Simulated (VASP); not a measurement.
# Al (Fm-3m) in VASP: further runs

One crystal, Al, is run at these levels: PBE; tasks: relaxation of cell and atoms, single point.

Program: VASP 6.6.1. These are calculated values, not measurements. Logs are shortened: lines on timing, memory, paths and dates and some standing lists are left out, and cuts for length are marked.

**1. The crystal as given**

It takes space group Fm-3m (No. 225, cubic). Conventional cell: a = 4.050 Å, b = 4.050 Å, c = 4.050 Å, α = 90.00°, β = 90.00°, γ = 90.00°. Around Al (site symmetry m-3m) lie 12 Al at 2.86 Å.

**2. Relaxation of cell and atoms, PBE**

INCAR

```
SYSTEM = Al
  PREC = Accurate
  ENCUT = 520
  EDIFF = 1E-7
  ISMEAR = 0
  SIGMA = 0.3
  LREAL = .FALSE.
  LASPH = .TRUE.
  NELM = 100
  ALGO = Normal
  ISIF = 3
  LWAVE = .FALSE.
  LCHARG = .FALSE.
  GGA = PE
  IBRION = 2
  NSW = 80
  EDIFFG = -0.002
```

KPOINTS

```
regular mesh
0
G
  18 18 18
  0 0 0
```

POSCAR

```
Al
1.0
    0.0000000000      2.0248050000      2.0248050000
    2.0248050000      0.0000000000      2.0248050000
    2.0248050000      2.0248050000      0.0000000000
Al
1
Direct
    0.0000000000      0.0000000000      0.0000000000
```

Potentials or basis: VASP PAW PBE potentials, release 64 (Al).

Command:

```console
$ cat potpaw_PBE.64/Al/POTCAR > POTCAR
$ mpirun -np 1 vasp_std > vasp.out
```

OUTCAR:

```text
SYSTEM = Al
   PREC = Accurate
   ENCUT = 520
   EDIFF = 1E-7
   ISMEAR = 0
   LREAL = .FALSE.
   LASPH = .TRUE.
   NELM = 100
   ISIF = 3
   GGA = PE
   IBRION = 2
   NSW = 80
   EDIFFG = -0.002

 ion  position               nearest neighbor table
   1  0.000  0.000  0.000-

  LATTYP: Found a face centered cubic cell.
 ALAT       =     4.0496100000

  Lattice vectors:

 A1 = (   0.0000000000,   2.0248050000,   2.0248050000)
 A2 = (   2.0248050000,   0.0000000000,   2.0248050000)
 A3 = (   2.0248050000,   2.0248050000,   0.0000000000)

Analysis of symmetry for initial positions (statically):
=====================================================================
 Subroutine PRICEL returns:
 Original cell was already a primitive cell.

 Routine SETGRP: Setting up the symmetry group for a
 face centered cubic supercell.

 Subroutine GETGRP returns: Found 48 space group operations
 (whereof 48 operations were pure point group operations)
 out of a pool of 48 trial point group operations.

The static configuration has the point symmetry O_h .

Analysis of symmetry for dynamics (positions and initial velocities):
=====================================================================
 Subroutine PRICEL returns:
 Original cell was already a primitive cell.

 Routine SETGRP: Setting up the symmetry group for a
 face centered cubic supercell.

 Subroutine GETGRP returns: Found 48 space group operations
 (whereof 48 operations were pure point group operations)
 out of a pool of 48 trial point group operations.

The dynamic configuration has the point symmetry O_h .

 Subroutine INISYM returns: Found 48 space group operations
 (whereof 48 operations are pure point group operations),
 and found     1 'primitive' translations

----------------------------------------------------------------------------------------

                                     Primitive cell

  volume of cell :      16.6027

  direct lattice vectors                    reciprocal lattice vectors
     0.000000000  2.024805000  2.024805000    -0.246937359  0.246937359  0.246937359
     2.024805000  0.000000000  2.024805000     0.246937359 -0.246937359  0.246937359
     2.024805000  2.024805000  0.000000000     0.246937359  0.246937359 -0.246937359

  length of vectors
     2.863506692  2.863506692  2.863506692     0.427708053  0.427708053  0.427708053

  position of ions in fractional coordinates (direct lattice)
     0.000000000  0.000000000  0.000000000

  ion indices of the primitive-cell ions
   primitive index   ion index
                 1           1

----------------------------------------------------------------------------------------

 KPOINTS: regular mesh

Automatic generation of k-mesh.
 Grid dimensions read from file:
 generate k-points for:   18   18   18

 Generating k-lattice:

  Cartesian coordinates                     Fractional coordinates (reciprocal lattice)
    -0.013718742  0.013718742  0.013718742     0.055555556  0.000000000  0.000000000
     0.013718742 -0.013718742  0.013718742     0.000000000  0.055555556  0.000000000
     0.013718742  0.013718742 -0.013718742     0.000000000  0.000000000  0.055555556

  Length of vectors
     0.023761558  0.023761558  0.023761558

  Shift w.r.t. Gamma in fractional coordinates (k-lattice)
     0.000000000  0.000000000  0.000000000

 Subroutine IBZKPT returns following result:
 ===========================================

 Found    195 irreducible k-points:

 Following reciprocal coordinates:
            Coordinates               Weight
  0.000000  0.000000  0.000000      1.000000
  0.055556  0.000000  0.000000      8.000000
  0.111111  0.000000  0.000000      8.000000
  0.166667  0.000000  0.000000      8.000000
  0.222222  0.000000  0.000000      8.000000
  0.277778  0.000000  0.000000      8.000000
[... 16 lines left out ...]
 -0.277778  0.055556  0.000000     24.000000
 -0.222222  0.055556  0.000000     24.000000
 [... further k-points ...]
   k-points           NKPTS =    195   k-points in BZ     NKDIM =    195   number of bands    NBANDS=      5
   number of dos      NEDOS =    301   number of ions     NIONS =      1
   total plane-waves  NPLWV =  13824
   dimension x,y,z NGX =    24 NGY =   24 NGZ =   24
   dimension x,y,z NGXF=    48 NGYF=   48 NGZF=   48
   ions per type =               1
   NGX,Y,Z   is equivalent  to a cutoff of  13.93, 13.93, 13.93 a.u.
   NGXF,Y,Z  is equivalent  to a cutoff of  27.87, 27.87, 27.87 a.u.
 SYSTEM =  Al
   PREC   = accura    normal or accurate (medium, high low for compatibility)
   ISTART =      0    job   : 0-new  1-cont  2-samecut
   ICHARG =      2    charge: 1-file 2-atom 10-const
   ISPIN  =      1    spin polarized calculation?
   LNONCOLLINEAR =      F non collinear calculations
   LSORBIT =      F    spin-orbit coupling
   LASPH  =      T    aspherical Exc in radial PAW
   ENCUT  =  520.0 eV  38.22 Ry    6.18 a.u.   5.32  5.32  5.32*2*pi/ulx,y,z
   NELM   =    100;   NELMIN=  2; NELMDL= -5     # of ELM steps
   EDIFF  = 0.1E-06   stopping-criterion for ELM
   LREAL  =      F    real-space projection
   EDIFFG = -.2E-02   stopping-criterion for IOM
   NSW    =     80    number of steps for IOM
   IBRION =      2    ionic relax: 0-MD 1-quasi-New 2-CG
   NFREE  =      1    steps in history (QN), initial steepest desc. (CG)
   ISIF   =      3    stress and relaxation
   ISYM   =      2    0-nonsym 1-usesym 2-fastsym
   POTIM  = 0.5000    time-step for ionic-motion
   TEBEG  =    0.0;   TEEND  =   0.0 temperature during run
   PSTRESS=    0.0 pullay stress
   NELECT =       3.0000    total number of electrons
   NUPDOWN=      -1.0000    fix difference up-down
   EMIN   =  10.00;   EMAX   =-10.00  energy-range for DOS
   EFERMI =   0.00;   METHOD = LEGACY
   ISMEAR =     0;   SIGMA  =   0.30  broadening in eV -4-tet -1-fermi 0-gaus
   EFERMI_NEDOS =   21; number of points for ismear=-14 and -15
   IALGO  =     38    algorithm
   IMIX   =      4    mixing-type and parameters
     AMIX     =   0.40;   BMIX     =  1.00
     AMIX_MAG =   1.60;   BMIX_MAG =  1.00
  volume/ion in A,a.u.               =      16.60       112.04
  Fermi-wavevector in a.u.,A,eV,Ry     =   0.925526  1.748991 11.654733  0.856599
  Thomas-Fermi vector in A             =   2.051390
   LORBIT       =      0    0 simple, 1 ext, 2 COOP (PROOUT), +10 PAW based schemes
   GGA     = PE    functional components
   LHFCALC =     F    Hartree Fock is set to
   AEXX    =    0.0000 exact exchange contribution
   IVDW    =     0    specifies the selected vdW correction
   LEPSILON=     F    determine dielectric tensor
   LRPA    =     F    only Hartree local field effects (RPA)
 conjugate gradient relaxation of ions
 non-spin polarized calculation
 Gauss-broadening in eV      SIGMA  =   0.30
  energy-cutoff  :      520.00
  volume of cell :       16.60
 maximum number of plane-waves:       459
 NGX is ok and might be reduce to    24
   NGX = 11   NGY = 11   NGZ = 11

--------------------------------------- Ionic step        1  -------------------------------------------

 number of electron       3.0000000 magnetization

 Free energy of the ion-electron system (eV)
  ---------------------------------------------------
  ext. energy  EPLUGINS =         0.00000000
  ---------------------------------------------------
  free energy    TOTEN  =        -3.75359468 eV

  energy without entropy =       -3.73392208  energy(sigma->0) =       -3.74375838

------------------------ aborting loop because EDIFF is reached ----------------------------------------

  FORCE on cell =-STRESS in cart. coord.  units (eV):
  Direction    XX          YY          ZZ          XY          YZ          ZX
  --------------------------------------------------------------------------------------
  -------------------------------------------------------------------------------------
  Total       -0.0528691     -0.0528691     -0.0528691     -0.0000000     -0.0000000      0.0000000
  in kB       -5.1019108     -5.1019108     -5.1019108     -0.0000000     -0.0000000      0.0000000
  external PRESSURE =      -5.1019108 kB  Pullay stress =       0.0000000 kB

 VOLUME and BASIS-vectors are now :
 -----------------------------------------------------------------------------
  energy-cutoff  :      520.00
  volume of cell :       16.60
      direct lattice vectors                 reciprocal lattice vectors
     0.000000000  2.024805000  2.024805000    -0.246937359  0.246937359  0.246937359
     2.024805000  0.000000000  2.024805000     0.246937359 -0.246937359  0.246937359
     2.024805000  2.024805000  0.000000000     0.246937359  0.246937359 -0.246937359
[... 36 lines left out ...]
 POSITION                                       TOTAL-FORCE (eV/Angst)
 -----------------------------------------------------------------------------------
      2.01964     -0.00000      2.01964         0.000000      0.000000      0.000000
 -----------------------------------------------------------------------------------
    total drift:                               -0.000000      0.000000     -0.000000

  FREE ENERGIE OF THE ION-ELECTRON SYSTEM (eV)
  ---------------------------------------------------
  free  energy   TOTEN  =        -3.7537696469 eV

  energy  without entropy=       -3.7342108053  energy(sigma->0) =       -3.74399023

--------------------------------------- Ionic step        3  -------------------------------------------

 number of electron       3.0000000 magnetization

 Free energy of the ion-electron system (eV)
  ---------------------------------------------------
  ext. energy  EPLUGINS =         0.00000000
  ---------------------------------------------------
  free energy    TOTEN  =        -3.75377332 eV

  energy without entropy =       -3.73420004  energy(sigma->0) =       -3.74398668

 E-fermi :   7.9939     XC(G=0): -10.1983

 val. band max:        7.9898150271   @ k =  -0.2778   0.2778   0.0556
 cond. band min:       7.9969245945   @ k =  -0.2778   0.5000   0.2222
 fundamental gap:      0.0071095674
 Fermi energy:         7.9939366142

 k-point     1 :       0.0000    0.0000    0.0000
  band No.  band energies     occupation
      1      -3.1326      2.00000
      2      20.6271      0.00000
      3      20.6271      0.00000
      4      20.6271      0.00000
      5      22.1227      0.00000

 k-point     2 :       0.0556    0.0000    0.0000
  band No.  band energies     occupation
      1      -3.0486      2.00000
      2      19.1096      0.00000
      3      20.3155      0.00000
      4      20.3155      0.00000
      5      22.5651      0.00000

 k-point     3 :       0.1111    0.0000    0.0000
  band No.  band energies     occupation
      1      -2.7971      2.00000
      2      16.8866      0.00000
      3      19.8041      0.00000
      4      19.8041      0.00000
      5      22.7597      0.00000
[... 153 lines left out ...]
 k-point    23 :      -0.2778    0.0556    0.0000
  band No.  band energies     occupation
      1      -0.6908      2.00000
      2       9.8382      0.00000
      3      17.1310      0.00000
      4      20.0029      0.00000
      5      20.9026      0.00000

 k-point    24 :      -0.2222    0.0556    0.0000
  band No.  band energies     occupation
      1      -1.4909      2.00000
      2      11.8471      0.00000
      3      17.2930      0.00000
      4      20.1453      0.00000
      5      21.8913      0.00000

 [... further k-points ...]
[... 5 lines left out ...]
  --------------------------------------------------------------------------------------
  -------------------------------------------------------------------------------------
  Total        0.0001817      0.0001817      0.0001817      0.0000000     -0.0000000      0.0000000
  in kB        0.0176512      0.0176512      0.0176512      0.0000000     -0.0000000      0.0000000
  external PRESSURE =       0.0176512 kB  Pullay stress =       0.0000000 kB

 VOLUME and BASIS-vectors are now :
 -----------------------------------------------------------------------------
  energy-cutoff  :      520.00
  volume of cell :       16.49
      direct lattice vectors                 reciprocal lattice vectors
    -0.000000000  2.020291945  2.020291945    -0.247488984  0.247488984  0.247488984
     2.020291945 -0.000000000  2.020291945     0.247488984 -0.247488984  0.247488984
     2.020291945  2.020291945  0.000000000     0.247488984  0.247488984 -0.247488984

 POSITION                                       TOTAL-FORCE (eV/Angst)
 -----------------------------------------------------------------------------------
      0.00000      0.00000      0.00000        -0.000000      0.000000     -0.000000
 -----------------------------------------------------------------------------------
    total drift:                                0.000000     -0.000000      0.000000

  FREE ENERGIE OF THE ION-ELECTRON SYSTEM (eV)
  ---------------------------------------------------
  free  energy   TOTEN  =        -3.7537733185 eV

  energy  without entropy=       -3.7342000353  energy(sigma->0) =       -3.74398668

 reached required accuracy - stopping structural energy minimisation
```

Wall time 8.1 s (1 thread of Intel Xeon 6975P-C (Granite Rapids), shared host); peak memory 0.14 GiB.

What came out:

- Free energy: -3.7538 eV
- Relaxed volume: 16.49 Å³/atom
- Relaxed cell: a = 2.857 Å, b = 2.857 Å, c = 2.857 Å, α = 60.00°, β = 60.00°, γ = 60.00°
- Space group after relaxing (to 0.05 Å): Fm-3m (No. 225)
- Energy gained by relaxing: 0.2 meV/atom
- Ionic steps: 3
- Pressure after relaxing: 0.0 GPa
- Band gap on the k mesh: none (metal or under the smearing width)

Step by step:
```tsv
step	energy change (eV)	largest force (eV/Å)	pressure (GPa)	volume (Å³)
1	0.0000	0.0000	-0.51	16.60
2	-0.0002	0.0000	0.08	16.48
3	-0.0002	0.0000	0.00	16.49
```

Final structure:
```xyz
1
Lattice="0.0000 2.0203 2.0203 2.0203 0.0000 2.0203 2.0203 2.0203 0.0000" Properties=species:S:1:pos:R:3 pbc="T T T"
Al    0.0000    0.0000    0.0000
```

**3. Relaxation of cell and atoms, PBE**

This run uses another cell than the first one, of 16.49 Å³/atom, 0.993 times its volume.

INCAR is that of step 2.

KPOINTS is that of step 2.

POSCAR

```
Al                                      
1.0
   -0.0000000000      2.0202919453      2.0202919453
    2.0202919453     -0.0000000000      2.0202919453
    2.0202919453      2.0202919453      0.0000000000
  Al            
     1
Direct
     0.0000000000000000    0.0000000000000000    0.0000000000000000
```

Potentials or basis: VASP PAW PBE potentials, release 64 (Al).

Command:

```console
$ cat potpaw_PBE.64/Al/POTCAR > POTCAR
$ mpirun -np 1 vasp_std > vasp.out
```

It took 4.5 s on 1 thread of Intel Xeon 6975P-C (Granite Rapids), shared host; peak memory 0.14 GiB.

Results (log left out):

```yaml
Free_energy: -3.7538 eV
Pressure_after_relaxing: 0.0 GPa
Band_gap_on_the_k_mesh: none (metal or under the smearing width)
```

Final structure:
```yaml
crystal:
  lattice:
    - [0.00000, 2.02029, 2.02029]
    - [2.02029, 0.00000, 2.02029]
    - [2.02029, 2.02029, 0.00000]
  atoms:
    - { symbol: Al, position: [0.00000, 0.00000, 0.00000] }
```

Levels at points of the mesh, in eV from the Fermi level:
```csv
k point,band 1,band 2,band 3,band 4,band 5
"(0.00, 0.00, 0.00)",-11.13,12.63,12.63,12.63,14.13
"(0.50, 0.00, 0.00)",-4.58,-4.37,11.43,11.43,11.47
"(0.50, 0.50, 0.00)",-2.91,-1.59,5.27,5.61,5.61
```

Caveat: the relaxation stopped at its first step, so nothing moved.

(Continued in part 2 of 2.)
